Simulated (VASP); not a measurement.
# Al (Fm-3m) in VASP: settings compared

Aim: see how the results for Al move with the level of theory and the settings. Levels: AM05, r2SCAN. Tasks: relaxation of cell and atoms.

All numbers are computed with VASP 6.6.1; they aren't measurements. Logs are shortened: lines on timing, memory, paths and dates and some standing lists are left out, and cuts for length are marked.

## Step 1: Starting point

It takes space group Fm-3m (No. 225, cubic). The conventional cell has a = 4.050 Å, b = 4.050 Å, c = 4.050 Å, α = 90.00°, β = 90.00°, γ = 90.00°. Around Al (site symmetry m-3m) lie 12 Al at 2.86 Å.

## Step 2: Relaxation of cell and atoms, AM05

Input file INCAR:

```
PREC = Accurate
ENCUT = 600
EDIFF = 1E-6
ISMEAR = 1
SIGMA = 0.1
LREAL = False
LASPH = True
NELM = 80
ALGO = Normal
ISIF = 3
LWAVE = False
LCHARG = False
GGA = AM
IBRION = 2
NSW = 90
EDIFFG = -0.01
```

Input file KPOINTS:

```
Automatic mesh
0
Gamma
  16 16 16
```

Input file POSCAR:

```
Al
1.0
    0.0000000000      2.0248050000      2.0248050000
    2.0248050000      0.0000000000      2.0248050000
    2.0248050000      2.0248050000      0.0000000000
Al
1
Direct
    0.0000000000      0.0000000000      0.0000000000
```

Potentials or basis: VASP PAW PBE potentials, release 64 (Al).

The run is started by

```console
$ cat potpaw_PBE.64/Al/POTCAR > POTCAR
$ mpirun -np 1 vasp_std > vasp.out
```

OUTCAR:

```text
PREC = Accurate
   ENCUT = 600
   EDIFF = 1E-6
   ISMEAR = 1
   LREAL = False
   LASPH = True
   NELM = 80
   ISIF = 3
   GGA = AM
   IBRION = 2
   NSW = 90
   EDIFFG = -0.01

 ion  position               nearest neighbor table
   1  0.000  0.000  0.000-

  LATTYP: Found a face centered cubic cell.
 ALAT       =     4.0496100000

  Lattice vectors:

 A1 = (   0.0000000000,   2.0248050000,   2.0248050000)
 A2 = (   2.0248050000,   0.0000000000,   2.0248050000)
 A3 = (   2.0248050000,   2.0248050000,   0.0000000000)

Analysis of symmetry for initial positions (statically):
=====================================================================
 Subroutine PRICEL returns:
 Original cell was already a primitive cell.

 Routine SETGRP: Setting up the symmetry group for a
 face centered cubic supercell.

 Subroutine GETGRP returns: Found 48 space group operations
 (whereof 48 operations were pure point group operations)
 out of a pool of 48 trial point group operations.

The static configuration has the point symmetry O_h .

Analysis of symmetry for dynamics (positions and initial velocities):
=====================================================================
 Subroutine PRICEL returns:
 Original cell was already a primitive cell.

 Routine SETGRP: Setting up the symmetry group for a
 face centered cubic supercell.

 Subroutine GETGRP returns: Found 48 space group operations
 (whereof 48 operations were pure point group operations)
 out of a pool of 48 trial point group operations.

The dynamic configuration has the point symmetry O_h .

 Subroutine INISYM returns: Found 48 space group operations
 (whereof 48 operations are pure point group operations),
 and found     1 'primitive' translations

----------------------------------------------------------------------------------------

                                     Primitive cell

  volume of cell :      16.6027

  direct lattice vectors                    reciprocal lattice vectors
     0.000000000  2.024805000  2.024805000    -0.246937359  0.246937359  0.246937359
     2.024805000  0.000000000  2.024805000     0.246937359 -0.246937359  0.246937359
     2.024805000  2.024805000  0.000000000     0.246937359  0.246937359 -0.246937359

  length of vectors
     2.863506692  2.863506692  2.863506692     0.427708053  0.427708053  0.427708053

  position of ions in fractional coordinates (direct lattice)
     0.000000000  0.000000000  0.000000000

  ion indices of the primitive-cell ions
   primitive index   ion index
                 1           1

----------------------------------------------------------------------------------------

 KPOINTS: Automatic mesh

Automatic generation of k-mesh.
 Grid dimensions read from file:
 generate k-points for:   16   16   16

 Generating k-lattice:

  Cartesian coordinates                     Fractional coordinates (reciprocal lattice)
    -0.015433585  0.015433585  0.015433585     0.062500000  0.000000000  0.000000000
     0.015433585 -0.015433585  0.015433585     0.000000000  0.062500000  0.000000000
     0.015433585  0.015433585 -0.015433585     0.000000000  0.000000000  0.062500000

  Length of vectors
     0.026731753  0.026731753  0.026731753

  Shift w.r.t. Gamma in fractional coordinates (k-lattice)
     0.000000000  0.000000000  0.000000000

 Subroutine IBZKPT returns following result:
 ===========================================

 Found    145 irreducible k-points:

 Following reciprocal coordinates:
            Coordinates               Weight
  0.000000  0.000000  0.000000      1.000000
  0.062500  0.000000  0.000000      8.000000
  0.125000  0.000000  0.000000      8.000000
  0.187500  0.000000  0.000000      8.000000
  0.250000  0.000000  0.000000      8.000000
  0.312500  0.000000  0.000000      8.000000
[... 16 lines left out ...]
 -0.125000  0.062500  0.000000     24.000000
 -0.062500  0.062500  0.000000     12.000000
 [... further k-points ...]
   k-points           NKPTS =    145   k-points in BZ     NKDIM =    145   number of bands    NBANDS=      5
   number of dos      NEDOS =    301   number of ions     NIONS =      1
   total plane-waves  NPLWV =  13824
   dimension x,y,z NGX =    24 NGY =   24 NGZ =   24
   dimension x,y,z NGXF=    48 NGYF=   48 NGZF=   48
   ions per type =               1
   NGX,Y,Z   is equivalent  to a cutoff of  13.93, 13.93, 13.93 a.u.
   NGXF,Y,Z  is equivalent  to a cutoff of  27.87, 27.87, 27.87 a.u.
 SYSTEM =  unknown system
   PREC   = accura    normal or accurate (medium, high low for compatibility)
   ISTART =      0    job   : 0-new  1-cont  2-samecut
   ICHARG =      2    charge: 1-file 2-atom 10-const
   ISPIN  =      1    spin polarized calculation?
   LNONCOLLINEAR =      F non collinear calculations
   LSORBIT =      F    spin-orbit coupling
   LASPH  =      T    aspherical Exc in radial PAW
   ENCUT  =  600.0 eV  44.10 Ry    6.64 a.u.   5.72  5.72  5.72*2*pi/ulx,y,z
   NELM   =     80;   NELMIN=  2; NELMDL= -5     # of ELM steps
   EDIFF  = 0.1E-05   stopping-criterion for ELM
   LREAL  =      F    real-space projection
   EDIFFG = -.1E-01   stopping-criterion for IOM
   NSW    =     90    number of steps for IOM
   IBRION =      2    ionic relax: 0-MD 1-quasi-New 2-CG
   NFREE  =      1    steps in history (QN), initial steepest desc. (CG)
   ISIF   =      3    stress and relaxation
   ISYM   =      2    0-nonsym 1-usesym 2-fastsym
   POTIM  = 0.5000    time-step for ionic-motion
   TEBEG  =    0.0;   TEEND  =   0.0 temperature during run
   PSTRESS=    0.0 pullay stress
   NELECT =       3.0000    total number of electrons
   NUPDOWN=      -1.0000    fix difference up-down
   EMIN   =  10.00;   EMAX   =-10.00  energy-range for DOS
   EFERMI =   0.00;   METHOD = LEGACY
   ISMEAR =     1;   SIGMA  =   0.10  broadening in eV -4-tet -1-fermi 0-gaus
   EFERMI_NEDOS =   21; number of points for ismear=-14 and -15
   IALGO  =     38    algorithm
   IMIX   =      4    mixing-type and parameters
     AMIX     =   0.40;   BMIX     =  1.00
     AMIX_MAG =   1.60;   BMIX_MAG =  1.00
  volume/ion in A,a.u.               =      16.60       112.04
  Fermi-wavevector in a.u.,A,eV,Ry     =   0.925526  1.748991 11.654733  0.856599
  Thomas-Fermi vector in A             =   2.051390
   LORBIT       =      0    0 simple, 1 ext, 2 COOP (PROOUT), +10 PAW based schemes
   GGA     = AM    functional components
   LHFCALC =     F    Hartree Fock is set to
   AEXX    =    0.0000 exact exchange contribution
   IVDW    =     0    specifies the selected vdW correction
   LEPSILON=     F    determine dielectric tensor
   LRPA    =     F    only Hartree local field effects (RPA)
 conjugate gradient relaxation of ions
 non-spin polarized calculation
 Methfessel and Paxton  Order N= 1 SIGMA  =   0.10
  energy-cutoff  :      600.00
  volume of cell :       16.60
 maximum number of plane-waves:       568
   NGX = 11   NGY = 11   NGZ = 11

--------------------------------------- Ionic step        1  -------------------------------------------

 number of electron       3.0000000 magnetization

 Free energy of the ion-electron system (eV)
  ---------------------------------------------------
  ext. energy  EPLUGINS =         0.00000000
  ---------------------------------------------------
  free energy    TOTEN  =        -4.01999463 eV

  energy without entropy =       -4.02029640  energy(sigma->0) =       -4.02009522

------------------------ aborting loop because EDIFF is reached ----------------------------------------

  FORCE on cell =-STRESS in cart. coord.  units (eV):
  Direction    XX          YY          ZZ          XY          YZ          ZX
  --------------------------------------------------------------------------------------
  -------------------------------------------------------------------------------------
  Total       -0.2671075     -0.2671075     -0.2671075      0.0000000      0.0000000      0.0000000
  in kB      -25.7760911    -25.7760911    -25.7760911      0.0000000      0.0000000      0.0000000
  external PRESSURE =     -25.7760911 kB  Pullay stress =       0.0000000 kB
[... 55 lines left out ...]
  energy  without entropy=       -4.0242701892  energy(sigma->0) =       -4.02408117

--------------------------------------- Ionic step        3  -------------------------------------------

 number of electron       3.0000000 magnetization

 Free energy of the ion-electron system (eV)
  ---------------------------------------------------
  ext. energy  EPLUGINS =         0.00000000
  ---------------------------------------------------
  free energy    TOTEN  =        -4.02423868 eV

  energy without entropy =       -4.02453143  energy(sigma->0) =       -4.02433627

 E-fermi :   8.2611     XC(G=0): -10.3428

 val. band max:        8.2274122663   @ k =  -0.2500   0.3125   0.1250
 cond. band min:       8.2973727050   @ k =  -0.2500   0.5000   0.2500
 fundamental gap:      0.0699604387
 Fermi energy:         8.2611099814

 k-point     1 :       0.0000    0.0000    0.0000
  band No.  band energies     occupation
      1      -3.0694      2.00000
      2      20.9822      0.00000
      3      20.9822      0.00000
      4      20.9822      0.00000
      5      22.6916      0.00000

 k-point     2 :       0.0625    0.0000    0.0000
  band No.  band energies     occupation
      1      -2.9615      2.00000
      2      19.2120      0.00000
      3      20.6369      0.00000
      4      20.6369      0.00000
      5      23.2074      0.00000
[... 169 lines left out ...]
 k-point    24 :      -0.0625    0.0625    0.0000
  band No.  band energies     occupation
      1      -2.7818      2.00000
      2      18.1162      0.00000
      3      18.9106      0.00000
      4      21.2624      0.00000
      5      22.8780      0.00000

 [... further k-points ...]
[... 5 lines left out ...]
  --------------------------------------------------------------------------------------
  -------------------------------------------------------------------------------------
  Total        0.0005102      0.0005102      0.0005102     -0.0000000     -0.0000000      0.0000000
  in kB        0.0508072      0.0508072      0.0508072     -0.0000000     -0.0000000      0.0000000
  external PRESSURE =       0.0508072 kB  Pullay stress =       0.0000000 kB
[... 16 lines left out ...]
  FREE ENERGIE OF THE ION-ELECTRON SYSTEM (eV)
  ---------------------------------------------------
  free  energy   TOTEN  =        -4.0242386844 eV

  energy  without entropy=       -4.0245314342  energy(sigma->0) =       -4.02433627

 reached required accuracy - stopping structural energy minimisation
```

Wall time 8 s (1 thread of Intel Xeon 6975P-C (Granite Rapids), shared host); peak memory 0.14 GiB.

What came out:

```yaml
Free_energy: -4.0242 eV
Relaxed_volume: 16.09 Å³/atom
Relaxed_cell: a = 2.834 Å, b = 2.834 Å, c = 2.834 Å, α = 60.00°, β = 60.00°, γ = 60.00°
Space_group_after_relaxing_to_0.05_Å: Fm-3m (No. 225)
Energy_gained_by_relaxing: 4.2 meV/atom
Ionic_steps: 3
Pressure_after_relaxing: 0.0 GPa
Band_gap_on_the_k_mesh: none (metal or under the smearing width)
```

Step by step:
```csv
step,energy change (eV),largest force (eV/Å),pressure (GPa),volume (Å³)
1,0.0000,0.0000,-2.58,16.60
2,-0.0040,0.0000,0.68,15.97
3,-0.0042,0.0000,0.01,16.09
```

Final structure:
```
Al
1.0
     0.00000    2.00372    2.00372
     2.00372    0.00000    2.00372
     2.00372    2.00372    0.00000
Al
1
Cartesian
  0.0000 0.0000 0.0000
```

Caveat: the PAW data sets were made with another functional, which shifts forces and pressure a little.

(Continued in part 2 of 3.)
